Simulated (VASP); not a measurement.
The system is TiO2.

```
Ti O
1.0
     4.59220    0.00000    0.00000
     0.00000    4.59220    0.00000
     0.00000    0.00000    2.95740
Ti O
2 4
Direct
  0.00000 0.00000 0.00000
  0.50000 0.50000 0.50000
  0.30496 0.30496 0.00000
  0.19504 0.80496 0.50000
  0.69504 0.69504 0.00000
  0.80496 0.19504 0.50000
```

```yaml
Program: VASP 6.6.1
Task: relaxation of cell and atoms
Functional: RPBE
Potentials_or_basis: VASP PAW PBE potentials, release 64 (Ti_sv, O)
Cutoff: 600 eV
k_mesh: 6 × 6 × 10
Occupations: gaussian, width 0.03 eV
Spin: no spin polarisation
```

At the start: pressure 10.8 GPa; volume 10.39 Å³/atom.

Where does the relaxation end?

Over 10 steps the energy falls by 17.0 meV/atom and the volume is 10.93 Å³/atom (+5.1 %); space group P4_2/mnm (No. 136, to 0.05 Å).

The path:
| step | energy change (eV) | largest force (eV/Å) | pressure (GPa) | volume (Å³) |
| --- | --- | --- | --- | --- |
| 1 | 0.0000 | 0.1548 | 10.85 | 62.37 |
| 2 | 0.0322 | 0.3961 | -10.29 | 68.94 |
| 3 | -0.0951 | 0.1273 | -0.02 | 65.30 |
| 4 | -0.0951 | 0.1223 | 0.16 | 65.24 |
| 5 | -0.1007 | 0.0504 | 0.18 | 65.41 |
| 6 | -0.1017 | 0.0055 | 0.19 | 65.54 |
| 7 | -0.1017 | 0.0003 | 0.15 | 65.52 |
| 8 | -0.1017 | 0.0034 | 0.17 | 65.52 |
| 9 | -0.1017 | 0.0078 | -0.16 | 65.63 |
| 10 | -0.1018 | 0.0046 | -0.01 | 65.57 |

Final structure:
```yaml
crystal:
  lattice:
    - [4.68843, 0.00000, 0.00000]
    - [0.00000, 4.68843, 0.00000]
    - [0.00000, 0.00000, 2.98275]
  atoms:
    - { symbol: Ti, position: [0.00000, 0.00000, 0.00000] }
    - { symbol: Ti, position: [0.50000, 0.50000, 0.50000] }
    - { symbol: O, position: [0.30572, 0.30572, 0.00000] }
    - { symbol: O, position: [0.19428, 0.80572, 0.50000] }
    - { symbol: O, position: [0.69428, 0.69428, 0.00000] }
    - { symbol: O, position: [0.80572, 0.19428, 0.50000] }
```

Caveat: the PAW data sets were made with another functional, which shifts forces and pressure a little.
